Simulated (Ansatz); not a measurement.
`COC(=O)[SiH3]` and `C=C(C)C(=O)OC` differ in one atom or group.

Ansatz, PBE0-D4/def2-TZVP geometries, multiplicity 1. Each molecule was computed in one conformer, which needn't be the lowest.

```tsv
property	`COC(=O)[SiH3]`
LUMO energy (ωB97M-V/def2-TZVPP) / eV	1.51
size of the dipole moment (ωB97M-V/def2-TZVPP) / D	1.75
HOMO–LUMO gap (PBE/def2-TZVPP) / eV	4.60
HOMO energy (ωB97M-V/def2-TZVPP) / eV	-10.15
HOMO energy (PBE/def2-TZVPP) / eV	-6.29
HOMO energy (B3LYP/def2-TZVPP) / eV	-7.57
```

Q: Give the same properties after the change, and the shifts. (An estimate is asked.)

A: Computed: 
| property | `C=C(C)C(=O)OC` | shift |
| --- | --- | --- |
| LUMO energy (ωB97M-V/def2-TZVPP) / eV | 1.02 | -0.49 |
| size of the dipole moment (ωB97M-V/def2-TZVPP) / D | 1.91 | 0.16 |
| HOMO–LUMO gap (PBE/def2-TZVPP) / eV | 4.20 | -0.40 |
| HOMO energy (ωB97M-V/def2-TZVPP) / eV | -9.97 | 0.18 |
| HOMO energy (PBE/def2-TZVPP) / eV | -6.31 | -0.02 |
| HOMO energy (B3LYP/def2-TZVPP) / eV | -7.52 | 0.05 |

With PBE0 the HOMO rises by 0.06 eV and the LUMO falls by 0.49 eV, so the gap narrows by about 0.55 eV. PBE moves the HOMO by -0.02 eV and ωB97M-V by 0.18 eV. Dipoles are sizes alone; their direction can turn.

Positive LUMOs are unbound, so they and the gaps depend on the basis.

B3LYP here is the variant with VWN-RPA as its local correlation; programs differ in this.
